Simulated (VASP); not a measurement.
Wanted: the native input for a VASP 6.6.1 run.

* Task: relaxation of cell and atoms
* Functional: LDA
* Potentials or basis: VASP PAW LDA potentials, release 64 (Cd, Te)
* Cutoff: 350 eV
* k mesh: 4 × 4 × 4
* Occupations: gaussian, width 0.02 eV
* Spin: no spin polarisation
* Further INCAR settings: ALGO = Fast; EDIFF = 1e-07; IBRION = 2; EDIFFG = -0.002; NSW = 80; ISIF = 3

The structure of CdTe lies in POSCAR:

```
CdTe
1.0
    0.0000000000      3.2050000000      3.2050000000
    3.2050000000      0.0000000000      3.2050000000
    3.2050000000      3.2050000000      0.0000000000
Cd Te
1 1
Direct
    0.0000000000      0.0000000000      0.0000000000
    0.2500000000      0.2500000000      0.2500000000
```

The input as run:

INCAR

```
  ALGO = Fast
  EDIFF = 1E-7
  EDIFFG = -0.002
  ENCUT = 350
  GGA = CA
  IBRION = 2
  ISIF = 3
  ISMEAR = 0
  LASPH = True
  LCHARG = False
  LREAL = False
  LWAVE = False
  NELM = 100
  NSW = 80
  PREC = Accurate
  SIGMA = 0.02
```

KPOINTS

```
k-points
0
Gamma
  4 4 4
```

Potentials or basis: VASP PAW LDA potentials, release 64 (Cd, Te).

Run with:

```bash
$ cat potpaw_LDA.64/Cd/POTCAR potpaw_LDA.64/Te/POTCAR > POTCAR
$ mpirun -np 1 vasp_std > vasp.out
```

It gave:

The relaxed volume is 33.06 Å³/atom, the relaxed cell is a = 4.539 Å, b = 4.539 Å, c = 4.539 Å, α = 60.00°, β = 60.00°, γ = 60.00° and the space group after relaxing (to 0.05 Å) is F-43m (No. 216). The energy gained by relaxing is 0.1 meV/atom. The ionic steps are 3, the pressure after relaxing is 0.0 GPa and the band gap on the k mesh is 0.62 eV, direct.

Caveat: the k mesh is coarse (spacing up to 0.42 Å⁻¹), so the values aren't converged; spin-orbit coupling is left out, which moves the levels of the heavy elements.

Run time: 5.4 s on 1 thread of Intel(R) Xeon(R) 6975P-C (Granite Rapids), with other jobs on the host, peak memory 0.13 GiB.
